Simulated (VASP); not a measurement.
Write the native input for VASP 6.6.1 that does the following.

```
Task                   : band structure
Functional             : SCAN
Potentials or basis    : VASP PAW PBE potentials, release 64 (Rb_sv, Br)
Cutoff                 : 520 eV
k mesh                 : 5 × 5 × 5
Occupations            : fermi-dirac, width 0.05 eV
Spin                   : spin-orbit coupling, no magnetisation
Further INCAR settings : ALGO = Normal; EDIFF = 1e-06
```

The structure of RbBr lies in POSCAR:

```
RbBr
1.0
    0.0000000000      3.4270000000      3.4270000000
    3.4270000000      0.0000000000      3.4270000000
    3.4270000000      3.4270000000      0.0000000000
Rb Br
1 1
Direct
    0.0000000000      0.0000000000      0.0000000000
    0.5000000000      0.5000000000      0.5000000000
```

These files were run (other wordings do the same):

INCAR

```
SYSTEM = RbBr
  PREC = Accurate
  ENCUT = 520
  EDIFF = 1E-6
  ISMEAR = -1
  SIGMA = 0.05
  LREAL = .False.
  LASPH = .True.
  NELM = 100
  ALGO = Normal
  ISIF = 2
  LWAVE = .False.
  LCHARG = .False.
  MAGMOM = 0 0 0 0 0 0
  LORBIT = 11
  LSORBIT = .True.
  GGA_COMPAT = .False.
  METAGGA = SCAN
  LMIXTAU = .True.
```

KPOINTS

```
regular mesh
0
Gamma
  5 5 5
  0 0 0
```

KPOINTS_OPT

```
path GXWKGLUWLK,UX
10
line-mode
reciprocal
 0.0000000000  0.0000000000  0.0000000000  G
 0.5000000000  0.0000000000  0.5000000000  X

 0.5000000000  0.0000000000  0.5000000000  X
 0.5000000000  0.2500000000  0.7500000000  W

 0.5000000000  0.2500000000  0.7500000000  W
 0.3750000000  0.3750000000  0.7500000000  K

 0.3750000000  0.3750000000  0.7500000000  K
 0.0000000000  0.0000000000  0.0000000000  G

 0.0000000000  0.0000000000  0.0000000000  G
 0.5000000000  0.5000000000  0.5000000000  L

 0.5000000000  0.5000000000  0.5000000000  L
 0.6250000000  0.2500000000  0.6250000000  U

 0.6250000000  0.2500000000  0.6250000000  U
 0.5000000000  0.2500000000  0.7500000000  W

 0.5000000000  0.2500000000  0.7500000000  W
 0.5000000000  0.5000000000  0.5000000000  L

 0.5000000000  0.5000000000  0.5000000000  L
 0.3750000000  0.3750000000  0.7500000000  K

 0.6250000000  0.2500000000  0.6250000000  U
 0.5000000000  0.0000000000  0.5000000000  X
```

Potentials or basis: VASP PAW PBE potentials, release 64 (Rb_sv, Br).

Run with:

```console
$ cat potpaw_PBE.64/Rb_sv/POTCAR potpaw_PBE.64/Br/POTCAR > POTCAR
$ mpirun -np 1 vasp_ncl > vasp.out
```

Results of the run:

```yaml
Pressure: 0.3 GPa
Valence_electrons_inside_the_program's_atomic_spheres: Rb 7.38; Br 4.94
```

Caveat: the PAW data sets were made with another functional, which shifts forces and pressure a little.

It took 17 min on 1 thread of Intel(R) Xeon(R) Platinum 8488C (Sapphire Rapids), on a shared host, peak memory 0.47 GiB.
